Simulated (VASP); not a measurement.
# AgCl (Fm-3m) in VASP: notebook

The runs below take AgCl through single point, with PBE.

Program: VASP 6.6.1. These are calculated values, not measurements. Logs are shortened: lines on timing, memory, paths and dates and some standing lists are left out, and cuts for length are marked.

**Experimental background.**

From a printed reference work, data compilation, for a bulk crystal of AgCl: band gap 3.249 eV (indirect).

The results are compared with them further down.

### Step 1. Starting point

Symmetry: Fm-3m, No. 225, cubic system. Conventional cell: a = 5.546 Å, b = 5.546 Å, c = 5.546 Å, α = 90.00°, β = 90.00°, γ = 90.00°. Ag (site symmetry m-3m) has 6 Cl at 2.77 Å as nearest neighbours. Around Cl (site symmetry m-3m) lie 6 Ag at 2.77 Å.

### Step 2. Single point, PBE (all atoms moved at random, cell strained at random)

INCAR

```
ALGO = Fast ; EDIFF = 1E-6
ENCUT = 520 ; GGA = PE
ISIF = 2 ; ISMEAR = 0
LASPH = T ; LCHARG = F
LREAL = F ; LWAVE = F
NBANDS = 16 ; NELM = 100
PREC = Accurate ; SIGMA = 0.02
```

KPOINTS

```
k-points
0
Gamma
  8 8 8
```

POSCAR

```
AgCl
1.0
    0.0271214070      2.7203492240      2.6954463370
    2.7269215895     -0.0110371370      2.7336048810
    2.6985799965      2.7301661750      0.0173044560
Ag Cl
1 1
Direct
    0.4920974343      0.5185114401      0.4928655139
    0.0079025657     -0.0185114401      0.0071344861
```

Potentials or basis: VASP PAW PBE potentials, release 64 (Ag, Cl).

Command:

```bash
cat potpaw_PBE.64/Ag/POTCAR potpaw_PBE.64/Cl/POTCAR > POTCAR
mpirun -np 1 vasp_std > vasp.out
```

OUTCAR:

```text
EDIFF = 1E-6
   ENCUT = 520
   GGA = PE
   ISIF = 2
   ISMEAR = 0
   LASPH = T
   LREAL = F
   NELM = 100
   PREC = Accurate

 ion  position               nearest neighbor table
   1  0.492  0.519  0.493-   2 2.64   2 2.65   2 2.65   2 2.76   2 2.77   2 2.81
   2  0.008  0.981  0.007-   1 2.64   1 2.65   1 2.65   1 2.76   1 2.77   1 2.81

  LATTYP: Found a triclinic cell.
 ALAT       =     3.8296822880
 B/A-ratio  =     1.0082282739
 C/A-ratio  =     0.9877462868
 COS(alpha) =     0.0024806308
 COS(beta)  =     0.4914580272
 COS(gamma) =     0.5012609114

  Lattice vectors:

 A1 = (  -0.0271214070,  -2.7203492240,  -2.6954463370)
 A2 = (  -2.7269215895,   0.0110371370,  -2.7336048810)
 A3 = (   2.6714585895,   0.0098169510,  -2.6781418810)

Analysis of symmetry for initial positions (statically):
=====================================================================
 Subroutine PRICEL returns:
 Original cell was already a primitive cell.

 Routine SETGRP: Setting up the symmetry group for a
 triclinic supercell.

 Subroutine GETGRP returns: Found  1 space group operations
 (whereof  1 operations were pure point group operations)
 out of a pool of  2 trial point group operations.

The static configuration has the point symmetry C_1 .

Analysis of symmetry for dynamics (positions and initial velocities):
=====================================================================
 Subroutine PRICEL returns:
 Original cell was already a primitive cell.

 Routine SETGRP: Setting up the symmetry group for a
 triclinic supercell.

 Subroutine GETGRP returns: Found  1 space group operations
 (whereof  1 operations were pure point group operations)
 out of a pool of  2 trial point group operations.

The dynamic configuration has the point symmetry C_1 .

 Subroutine INISYM returns: Found  1 space group operations
 (whereof  1 operations are pure point group operations),
 and found     1 'primitive' translations

----------------------------------------------------------------------------------------

                                     Primitive cell

  volume of cell :      39.8846

  direct lattice vectors                    reciprocal lattice vectors
     0.027121407  2.720349224  2.695446337    -0.187124657  0.183771906  0.187409155
     2.726921589 -0.011037137  2.733604881     0.183327591 -0.182361453  0.182201637
     2.698579996  2.730166175  0.017304456     0.187192938  0.182429734 -0.185998703

  length of vectors
     3.829682288  3.861193963  3.838807209     0.322350651  0.316326006  0.320807296

  position of ions in fractional coordinates (direct lattice)
     0.492097434  0.518511440  0.492865514
     0.007902566  0.981488560  0.007134486

  ion indices of the primitive-cell ions
   primitive index   ion index
                 1           1
                 2           2

----------------------------------------------------------------------------------------

 KPOINTS: k-points

Automatic generation of k-mesh.
 Grid dimensions read from file:
 generate k-points for:    8    8    8

 Generating k-lattice:

  Cartesian coordinates                     Fractional coordinates (reciprocal lattice)
    -0.023390582  0.022971488  0.023426144     0.125000000  0.000000000  0.000000000
     0.022915949 -0.022795182  0.022775205     0.000000000  0.125000000 -0.000000000
     0.023399117  0.022803717 -0.023249838     0.000000000  0.000000000  0.125000000

  Length of vectors
     0.040293831  0.039540751  0.040100912

  Shift w.r.t. Gamma in fractional coordinates (k-lattice)
     0.000000000  0.000000000  0.000000000

 Subroutine IBZKPT returns following result:
 ===========================================

 Found    260 irreducible k-points:

 Following reciprocal coordinates:
            Coordinates               Weight
  0.000000  0.000000  0.000000      1.000000
  0.125000  0.000000  0.000000      2.000000
  0.250000  0.000000  0.000000      2.000000
  0.375000  0.000000  0.000000      2.000000
  0.500000  0.000000  0.000000      1.000000
  0.000000  0.125000 -0.000000      2.000000
[... 16 lines left out ...]
  0.125000  0.375000  0.000000      2.000000
  0.250000  0.375000 -0.000000      2.000000
 [... further k-points ...]
   k-points           NKPTS =    260   k-points in BZ     NKDIM =    260   number of bands    NBANDS=     16
   number of dos      NEDOS =    301   number of ions     NIONS =      2
   total plane-waves  NPLWV =  25200
   dimension x,y,z NGX =    28 NGY =   30 NGZ =   30
   dimension x,y,z NGXF=    56 NGYF=   60 NGZF=   60
   ions per type =               1   1
   NGX,Y,Z   is equivalent  to a cutoff of  12.15, 12.92, 12.99 a.u.
   NGXF,Y,Z  is equivalent  to a cutoff of  24.31, 25.83, 25.98 a.u.
 SYSTEM =  unknown system
   PREC   = accura    normal or accurate (medium, high low for compatibility)
   ISTART =      0    job   : 0-new  1-cont  2-samecut
   ICHARG =      2    charge: 1-file 2-atom 10-const
   ISPIN  =      1    spin polarized calculation?
   LNONCOLLINEAR =      F non collinear calculations
   LSORBIT =      F    spin-orbit coupling
   LASPH  =      T    aspherical Exc in radial PAW
   ENCUT  =  520.0 eV  38.22 Ry    6.18 a.u.   7.12  7.18  7.14*2*pi/ulx,y,z
   NELM   =    100;   NELMIN=  2; NELMDL= -5     # of ELM steps
   EDIFF  = 0.1E-05   stopping-criterion for ELM
   LREAL  =      F    real-space projection
   EDIFFG = 0.1E-04   stopping-criterion for IOM
   NSW    =      0    number of steps for IOM
   IBRION =     -1    ionic relax: 0-MD 1-quasi-New 2-CG
   NFREE  =      0    steps in history (QN), initial steepest desc. (CG)
   ISIF   =      2    stress and relaxation
   ISYM   =      2    0-nonsym 1-usesym 2-fastsym
   POTIM  = 0.5000    time-step for ionic-motion
   TEBEG  =    0.0;   TEEND  =   0.0 temperature during run
   PSTRESS=    0.0 pullay stress
   NELECT =      18.0000    total number of electrons
   NUPDOWN=      -1.0000    fix difference up-down
   EMIN   =  10.00;   EMAX   =-10.00  energy-range for DOS
   EFERMI =   0.00;   METHOD = LEGACY
   ISMEAR =     0;   SIGMA  =   0.02  broadening in eV -4-tet -1-fermi 0-gaus
   EFERMI_NEDOS =   21; number of points for ismear=-14 and -15
   IALGO  =     68    algorithm
   IMIX   =      4    mixing-type and parameters
     AMIX     =   0.40;   BMIX     =  1.00
     AMIX_MAG =   1.60;   BMIX_MAG =  1.00
  volume/ion in A,a.u.               =      19.94       134.58
  Fermi-wavevector in a.u.,A,eV,Ry     =   1.255733  2.372992 21.454561  1.576866
  Thomas-Fermi vector in A             =   2.389475
   LORBIT       =      0    0 simple, 1 ext, 2 COOP (PROOUT), +10 PAW based schemes
   GGA     = PE    functional components
   LHFCALC =     F    Hartree Fock is set to
   AEXX    =    0.0000 exact exchange contribution
   IVDW    =     0    specifies the selected vdW correction
   LEPSILON=     F    determine dielectric tensor
   LRPA    =     F    only Hartree local field effects (RPA)
 non-spin polarized calculation
 RMM-DIIS sequential band-by-band and
 Gauss-broadening in eV      SIGMA  =   0.02
  energy-cutoff  :      520.00
  volume of cell :       39.88
 maximum number of plane-waves:      1089
   NGX = 15   NGY = 15   NGZ = 15

 number of electron      18.0000001 magnetization

 Free energy of the ion-electron system (eV)
  ---------------------------------------------------
  ext. energy  EPLUGINS =         0.00000000
  ---------------------------------------------------
  free energy    TOTEN  =        -5.32201081 eV

  energy without entropy =       -5.32201081  energy(sigma->0) =       -5.32201081

 E-fermi :   4.8874     XC(G=0): -10.3189

 val. band max:        4.7272327367   @ k =   0.5000   0.0000   0.0000
 cond. band min:       5.6063224385   @ k =   0.0000   0.0000   0.0000
 fundamental gap:      0.8790897018
 Fermi energy:         4.8874223910

 k-point     1 :       0.0000    0.0000    0.0000
  band No.  band energies     occupation
      1     -10.9277      2.00000
      2       1.6370      2.00000
      3       1.6762      2.00000
      4       1.6959      2.00000
      5       1.9651      2.00000
      6       2.0000      2.00000
[... 8 lines left out ...]
     15      18.0660      0.00000
     16      18.4162      0.00000

 k-point     2 :       0.1250    0.0000    0.0000
  band No.  band energies     occupation
      1     -10.8541      2.00000
      2       0.9778      2.00000
      3       1.1653      2.00000
      4       1.3919      2.00000
      5       2.0018      2.00000
      6       2.0156      2.00000
[... 8 lines left out ...]
     15      16.8609      0.00000
     16      17.5881      0.00000

 k-point     3 :       0.2500    0.0000    0.0000
  band No.  band energies     occupation
      1     -10.6678      2.00000
      2       0.0257      2.00000
      3       0.5625      2.00000
      4       0.6360      2.00000
      5       2.1604      2.00000
      6       2.1702      2.00000
[... 8 lines left out ...]
     15      17.0165      0.00000
     16      17.4894      0.00000

 k-point     4 :       0.3750    0.0000    0.0000
  band No.  band energies     occupation
      1     -10.4673      2.00000
      2      -0.7981      2.00000
      3       0.1560      2.00000
      4       0.2200      2.00000
      5       2.3224      2.00000
      6       2.3406      2.00000
[... 8 lines left out ...]
     15      17.8172      0.00000
     16      17.9964      0.00000
[... 324 lines left out ...]
 k-point    22 :      -0.0000    0.3750   -0.0000
  band No.  band energies     occupation
      1     -10.4939      2.00000
      2      -0.8216      2.00000
      3       0.2061      2.00000
      4       0.2402      2.00000
      5       2.3144      2.00000
      6       2.3329      2.00000
[... 8 lines left out ...]
     15      17.9102      0.00000
     16      17.9771      0.00000

 k-point    23 :       0.1250    0.3750    0.0000
  band No.  band energies     occupation
      1     -10.5238      2.00000
      2      -0.5704      2.00000
      3       0.3181      2.00000
      4       0.4711      2.00000
      5       2.1697      2.00000
      6       2.3464      2.00000
[... 8 lines left out ...]
     15      18.5112      0.00000
     16      18.9999      0.00000

 k-point    24 :       0.2500    0.3750   -0.0000
  band No.  band energies     occupation
      1     -10.5030      2.00000
      2      -0.4401      2.00000
      3       0.7368      2.00000
      4       0.8670      2.00000
      5       1.9330      2.00000
      6       2.3447      2.00000
[... 8 lines left out ...]
     15      19.3629      0.00000
     16      20.6822      0.00000

 [... further k-points ...]

------------------------ aborting loop because EDIFF is reached ----------------------------------------

  FORCE on cell =-STRESS in cart. coord.  units (eV):
  Direction    XX          YY          ZZ          XY          YZ          ZX
  --------------------------------------------------------------------------------------
  -------------------------------------------------------------------------------------
  Total        1.4709513      1.3697737      1.4334536      0.0329182      0.0346573     -0.0381174
  in kB       59.0886331     55.0242960     57.5823394      1.3223364      1.3921940     -1.5311902
  external PRESSURE =      57.2317561 kB  Pullay stress =       0.0000000 kB

 VOLUME and BASIS-vectors are now :
 -----------------------------------------------------------------------------
  energy-cutoff  :      520.00
  volume of cell :       39.88
      direct lattice vectors                 reciprocal lattice vectors
     0.027121407  2.720349224  2.695446337    -0.187124657  0.183771906  0.187409155
     2.726921589 -0.011037137  2.733604881     0.183327591 -0.182361453  0.182201637
     2.698579996  2.730166175  0.017304456     0.187192938  0.182429734 -0.185998703

 POSITION                                       TOTAL-FORCE (eV/Angst)
 -----------------------------------------------------------------------------------
      2.75732      2.67856      2.75236        -0.128640      0.133549     -0.118193
      2.69591      0.03014      2.70443         0.128640     -0.133549      0.118193
 -----------------------------------------------------------------------------------
    total drift:                               -0.000177      0.000199     -0.000102

  FREE ENERGIE OF THE ION-ELECTRON SYSTEM (eV)
  ---------------------------------------------------
  free  energy   TOTEN  =        -5.3220108060 eV

  energy  without entropy=       -5.3220108060  energy(sigma->0) =       -5.32201081
```

Wall time 2.7 min (1 thread of Intel Xeon Platinum 8375C at 2.90GHz (Ice Lake), shared host); peak memory 0.28 GiB.

Results:

```
Free energy            : -5.3220 eV
Pressure               : 5.7 GPa
Largest force          : 0.220 eV/Å
Band gap on the k mesh : 0.88 eV, indirect (least direct gap 3.13 eV)
```

Forces in eV/Å, atoms in the order of the input:
```
Ag  -0.129  0.134 -0.118
Cl   0.129 -0.134  0.118
```

Stress tensor (GPa, compression positive):
```
 5.91  0.13 -0.15
 0.13  5.50  0.14
-0.15  0.14  5.76
```

A k mesh can miss the band edges.

### Step 3. Single point, PBE

INCAR

```
SYSTEM = AgCl
  PREC = Accurate
  ENCUT = 520
  EDIFF = 1E-6
  ISMEAR = 0
  SIGMA = 0.1
  LREAL = .False.
  LASPH = .True.
  NELM = 100
  ALGO = Fast
  ISIF = 2
  LWAVE = .False.
  LCHARG = .False.
  GGA = PE
  NBANDS = 16
```

KPOINTS

```
Automatic mesh
0
Gamma
  6 6 6
  0 0 0
```

POSCAR

```
AgCl
1.0
    0.0000000000      2.7731500000      2.7731500000
    2.7731500000      0.0000000000      2.7731500000
    2.7731500000      2.7731500000      0.0000000000
Ag Cl
1 1
Direct
    0.5000000000      0.5000000000      0.5000000000
    0.0000000000      0.0000000000      0.0000000000
```

Potentials or basis: VASP PAW PBE potentials, release 64 (Ag, Cl).

Command:

```bash
cat potpaw_PBE.64/Ag/POTCAR potpaw_PBE.64/Cl/POTCAR > POTCAR
mpirun -np 1 vasp_std > vasp.out
```

OUTCAR:

```text
SYSTEM = AgCl
   PREC = Accurate
   ENCUT = 520
   EDIFF = 1E-6
   ISMEAR = 0
   LREAL = .False.
   LASPH = .True.
   NELM = 100
   ISIF = 2
   GGA = PE

 ion  position               nearest neighbor table
   1  0.500  0.500  0.500-   2 2.77   2 2.77   2 2.77   2 2.77   2 2.77   2 2.77
   2  0.000  0.000  0.000-   1 2.77   1 2.77   1 2.77   1 2.77   1 2.77   1 2.77

  LATTYP: Found a face centered cubic cell.
 ALAT       =     5.5463000000

  Lattice vectors:

 A1 = (   0.0000000000,   2.7731500000,   2.7731500000)
 A2 = (   2.7731500000,   0.0000000000,   2.7731500000)
[... 482 lines left out ...]

  FORCE on cell =-STRESS in cart. coord.  units (eV):
  Direction    XX          YY          ZZ          XY          YZ          ZX
  --------------------------------------------------------------------------------------
  -------------------------------------------------------------------------------------
  Total        0.3892409      0.3892409      0.3892409      0.0000000      0.0000000      0.0000000
  in kB       14.6210640     14.6210640     14.6210640      0.0000000      0.0000000      0.0000000
  external PRESSURE =      14.6210640 kB  Pullay stress =       0.0000000 kB

 VOLUME and BASIS-vectors are now :
 -----------------------------------------------------------------------------
  energy-cutoff  :      520.00
  volume of cell :       42.65
      direct lattice vectors                 reciprocal lattice vectors
     0.000000000  2.773150000  2.773150000    -0.180300380  0.180300380  0.180300380
     2.773150000  0.000000000  2.773150000     0.180300380 -0.180300380  0.180300380
     2.773150000  2.773150000  0.000000000     0.180300380  0.180300380 -0.180300380

 POSITION                                       TOTAL-FORCE (eV/Angst)
 -----------------------------------------------------------------------------------
      2.77315      2.77315      2.77315         0.000000     -0.000000     -0.000000
      0.00000      0.00000      0.00000        -0.000000      0.000000      0.000000
 -----------------------------------------------------------------------------------
    total drift:                                0.000000      0.000000      0.000000

  FREE ENERGIE OF THE ION-ELECTRON SYSTEM (eV)
  ---------------------------------------------------
  free  energy   TOTEN  =        -5.3939495283 eV

  energy  without entropy=       -5.3939495283  energy(sigma->0) =       -5.39394953
```

OSZICAR:

```text
N       E                     dE             d eps       ncg     rms          rms(c)
DAV:   1     0.902495824315E+02    0.90250E+02   -0.83020E+03   512   0.101E+03
DAV:   2    -0.262613530101E+01   -0.92876E+02   -0.85678E+02   680   0.214E+02
DAV:   3    -0.556170547142E+01   -0.29356E+01   -0.29304E+01   632   0.389E+01
DAV:   4    -0.557721627069E+01   -0.15511E-01   -0.15510E-01   664   0.325E+00
DAV:   5    -0.557739952743E+01   -0.18326E-03   -0.18326E-03   624   0.348E-01    0.616E+00
RMM:   6    -0.540162260105E+01    0.17578E+00   -0.26543E-01   518   0.288E+00    0.423E+00
RMM:   7    -0.539403548009E+01    0.75871E-02   -0.44646E-02   539   0.121E+00    0.181E+00
RMM:   8    -0.539377191026E+01    0.26357E-03   -0.34905E-03   575   0.468E-01    0.386E-01
RMM:   9    -0.539389674964E+01   -0.12484E-03   -0.80481E-04   580   0.241E-01    0.619E-02
RMM:  10    -0.539394514687E+01   -0.48397E-04   -0.20125E-04   582   0.103E-01    0.434E-02
RMM:  11    -0.539394825034E+01   -0.31035E-05   -0.55413E-05   564   0.612E-02    0.408E-03
RMM:  12    -0.539394940386E+01   -0.11535E-05   -0.88052E-06   531   0.215E-02    0.537E-03
RMM:  13    -0.539394952831E+01   -0.12446E-06   -0.98916E-07   401   0.711E-03
   1 F= -.53939495E+01 E0= -.53939495E+01  d E =-.194581E-11
```

stdout:

```text
POSCAR found type information on POSCAR AgCl
 POSCAR found :  2 types and       2 ions
 scaLAPACK will be used
 LDA part: xc-table for (Slater+PW92), standard interpolation
 POSCAR, INCAR and KPOINTS ok, starting setup
 FFT: planning ... GRIDC
 FFT: planning ... GRID_SOFT
 FFT: planning ... GRID
 WAVECAR not read
 entering main loop
```

Wall time 13 s (1 thread of Intel Xeon Platinum 8488C (Sapphire Rapids), shared host); peak memory 0.16 GiB.

What came out:

- Free energy: -5.3939 eV
- Pressure: 1.5 GPa
- Band gap on the k mesh: 0.91 eV, indirect (least direct gap 3.23 eV)

### Step 4. Against experiment

Step 3. Measured gap of AgCl: 3.249 eV (indirect; a printed reference work, data compilation). This calculation gives 0.91 eV (-2.34 eV). So large a miss can be the level of theory's own, or it may mean another phase, state or a wrong row. Spin-orbit coupling on Ag is left out. The value is that of PBE on a finite k mesh, which can miss the band edges, without temperature or zero-point motion. Semilocal functionals fall short of measured gaps as a rule.
